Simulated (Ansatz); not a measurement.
**P: what symmetry allows forces and stress to be**

```
CELL_PARAMETERS angstrom
-1.58977 2.56164 1.86898
1.58977 -2.62529 1.95510
1.58977 2.62529 -1.95510
ATOMIC_POSITIONS crystal
P 0.79913 0.05497 0.74416
P 0.20087 0.94503 0.25584
```

All numbers below come from Ansatz 0.2.0, DFT PBE, scalar-relativistic, plane waves, PAW.

Settings: cutoff 420 eV, Γ-centred mesh 14×14×14 on the computed 2-atom cell, Gaussian smearing of 0.10 eV; no spin polarisation.

This distorted cell has space group C2/m, with 4 operations.

Q: Without a calculation: in which directions can each atom feel a force?

A: A force must be left unchanged by every operation that keeps its atom in place, so it lies in the space that those operations leave fixed. Atoms that the group maps onto each other feel forces of one size.
```csv
atom,site symmetry,operations at the site,equivalent to atom,allowed force (Cartesian)
P1,m,2,1,"in the plane normal to (1.00, 0.00, 0.00)"
P2,m,2,1,"in the plane normal to (1.00, 0.00, 0.00)"
```

That leaves 2 independent force components of 6. A relaxation in this cell that keeps the symmetry moves the atoms in these directions alone.

Q: And the stress tensor?

A: It must be invariant under the point group, which leaves 4 independent components: xz, xy vanish.

Q: Do the computed values obey this?

A: Yes. Forces (eV/Å):
```
P1   0.000 -0.086 -0.437
P2   0.000  0.086  0.437
```

Stress (GPa, compression positive, xx yy zz yz xz xy): 16.38 -2.70 5.85 1.11 0.00 0.00. The program imposes the same operations on density, forces and stress, so this confirms the analysis and is no independent test of the calculation.

This form isn't the element's structure at ambient conditions.